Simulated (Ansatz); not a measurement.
**Calculated quadrupolar parameters for Cu2O**

The cell is a structure deposited in the COD, whose atoms a relaxation with PBE at fixed cell left in place.

```yaml
crystal:
  lattice:
    - [4.26850, 0.00000, 0.00000]
    - [0.00000, 4.26850, 0.00000]
    - [0.00000, 0.00000, 4.26850]
  atoms:
    - { symbol: Cu, position: [0.25000, 0.25000, 0.25000] }
    - { symbol: Cu, position: [0.25000, 0.75000, 0.75000] }
    - { symbol: Cu, position: [0.75000, 0.75000, 0.25000] }
    - { symbol: Cu, position: [0.75000, 0.25000, 0.75000] }
    - { symbol: O, position: [0.00000, 0.00000, 0.00000] }
    - { symbol: O, position: [0.50000, 0.50000, 0.50000] }
```

Atoms are numbered from 1 in the order listed; like atoms form one site, named after its first atom.

Method: Kohn–Sham DFT in Ansatz, PBE, plane waves and PAW, scalar-relativistic, 420 eV cutoff, Γ-centred 7×7×7 k-points, Fermi–Dirac smearing 0.02 eV.

V_zz is the principal component of the electric field gradient with the largest magnitude, η = (V_xx − V_yy)/V_zz and C_Q = eQV_zz/h.

Cu-65: I = 3/2, Q = -204.0 mb; O-17: I = 5/2, Q = -25.58 mb. Q values from Pyykkö, Mol. Phys. 116, 1328 (2018).

**Question.** Give the quadrupolar parameters of the distinct sites.

**Answer.** 

```
site  atoms (order as listed)                first shell  V_xx, V_yy, V_zz (10²¹ V/m²)     η  C_Q (MHz)
  Cu               1, 2, 3, 4  2 O at 1.85 Å, angle 180°             2.60, 2.60, -5.19  0.00       25.6
   O                     5, 6             4 Cu at 1.85 Å              0.00, 0.00, 0.00     –          0
```

An axis of threefold or higher order runs through Cu, so V_zz lies along it and η is zero. O sits on a cubic site, where every gradient vanishes.

Semilocal functionals underestimate gradients at Cu(I) with two or three neighbours, in Cu₂O by a fifth to nearly a half.
